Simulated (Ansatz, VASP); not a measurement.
Two plane-wave programs on Mg

```
Mg
1.0
    -1.45654    1.45654    1.45654
     1.45654   -1.45654    1.45654
     1.45654    1.45654   -1.45654
Mg
1
Direct
  0.00000 0.00000 0.00000
```

Change from the starting cell: volume scaled by 0.96, PAW files.

Alike in both runs: task electric field gradients; functional PBE; k mesh 19 × 19 × 19; occupations fermi-dirac, width 0.03 eV; no spin polarisation.

|  | VASP | Ansatz |
| --- | --- | --- |
| version | VASP 6.6.1 | Ansatz 0.2.0 |
| potentials or method | VASP PAW PBE potentials, release 64 (Mg) | PAW with Ansatz's default frozen-core files, scalar-relativistic |
| plane-wave cutoff (eV) | 520 | 420 |
| valence electrons in the cell | 2 | 10 |

```tsv
	VASP	Ansatz	Ansatz less VASP
pressure (GPa)	73.6	72.5	-1.09
Vzz of the field gradient on the site that differs most (V/Å²)	0.0	0.0	0.00
```

The two sets of potentials don't hold the same shells in valence.

Caveats: the cell as given lies far from equilibrium; so large a pressure means that the cell lies far from this level's equilibrium, or that cutoff or potentials fall short (VASP).
